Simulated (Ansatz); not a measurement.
# SiNi3 under changes of volume

One of the cells (11.109 Å³/atom); the others are scaled copies at fixed shape and fractional positions:

```xyz
4
Lattice="3.5420 0.0000 0.0000 0.0000 3.5420 0.0000 0.0000 0.0000 3.5420" Properties=species:S:1:pos:R:3 pbc="T T T"
Ni    1.7710    1.7710    0.0000
Ni    1.7710    0.0000    1.7710
Ni    0.0000    1.7710    1.7710
Si    0.0000    0.0000    0.0000
```

* Program: Ansatz 0.2.0
* Functional: PBE
* Potentials or basis: Ansatz PAW
* Cutoff: 420 eV (not typed: the program's choice for these potentials)
* k mesh: 8 × 8 × 8
* Occupations: fermi-dirac, width 0.05 eV
* Spin: collinear spin, ferromagnetic start
* Starting moments: [1.0, 1.0, 1.0, 0.0] μB

```tsv
volume (Å³/atom)	energy over the lowest point (meV/atom)	pressure (GPa)
10.443	?	?
10.665	0.03	2.3
10.887	0.00	-2.1
11.109	5.73	-6.0
11.331	16.57	-9.5
11.554	31.95	-12.6
11.776	51.35	-15.3
```

Task: What does the run at 10.443 Å³/atom give?

Result: Energy over the lowest point 6.55 meV/atom; pressure 7.3 GPa.

Worked out: A Birch-Murnaghan fit of order 3 (a polynomial in V^(-2/3)) to the other rows has its minimum at 10.78 Å³/atom with B0 = V·E''(V) = 213 GPa and B' = 4.8. It gives 6.51 meV/atom at 10.443 Å³/atom, against the run's 6.55, and -dE/dV = 7.2 GPa, against 7.3.

Energies are extrapolated to zero smearing.

Caveats: the starting moments weren't kept.
